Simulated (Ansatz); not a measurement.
Runs of Ansatz 0.2.0 on Sb. The structure is tetragonal, space group I4/mmm (No. 139). Conventional cell: a = 3.153 Å, b = 3.153 Å, c = 5.424 Å, α = 90.00°, β = 90.00°, γ = 90.00°. Around Sb (site symmetry 4/mmm) lie 12 Sb at 3.15 to 3.51 Å. This isn't the form of Sb at room conditions, which is rhombohedral.

```tsv
task	level	cell	smearing	gap on the mesh (eV)	pressure (GPa)	relaxed volume (Å³/atom)
single point	PBE	as given	gaussian 0.025 eV	none	1.8	-
relaxation of cell and atoms	PBEsol+D3(BJ)	relaxed	fermi-dirac 0.05 eV	none	0.0	25.07
relaxation of cell and atoms	PBEsol+D4	relaxed	fermi-dirac 0.05 eV	none	0.0	25.57
relaxation of cell and atoms	PBE+D3(BJ)	relaxed	fermi-dirac 0.05 eV	none	0.0	(a)
single point	PBE	as given	gaussian 0.027 eV	none	1.8	-
single point	PBE	as given	gaussian 0.026 eV	none	1.8	-
relaxation of cell and atoms	revPBE+D3(BJ)	relaxed	fermi-dirac 0.05 eV	none	0.0	25.58
relaxation of cell and atoms	revPBE+D4	relaxed	fermi-dirac 0.05 eV	none	0.0	25.94
single point	PBE	as given	gaussian 0.028 eV	none	1.8	-
relaxation of cell and atoms	RPBE+D4	relaxed	fermi-dirac 0.05 eV	none	0.0	(c)
relaxation of cell and atoms	PBE+D4	relaxed	fermi-dirac 0.05 eV	none	0.0	26.31
relaxation of cell and atoms	RPBE+D3(BJ)	relaxed	fermi-dirac 0.05 eV	none	0.0	(b)
```

Alike in all rows: potentials or basis Ansatz PAW; no spin polarisation; k mesh 12 × 12 × 12; cutoff (eV) 420.

Estimate the missing entries.

(a) 26.29; (b) 19.96; (c) 25.79.

Caveats: the plane-wave basis is chosen anew once the cell has moved, so the energies of steps on either side of that aren't comparable (some runs); pairwise dispersion overbinds metals, which lowers pressure and volume (some runs); the PAW data sets come from PBE, with cores solved anew for the run's functional, which leaves a small shift of forces and pressure (some runs); the volume moved by over 15 % at a fixed basis, so the end points are rough (some runs).

A k mesh can miss the band edges, and the runs leave out spin-orbit coupling on Sb.

A gap of «none» marks a metal or a gap under the smearing width.
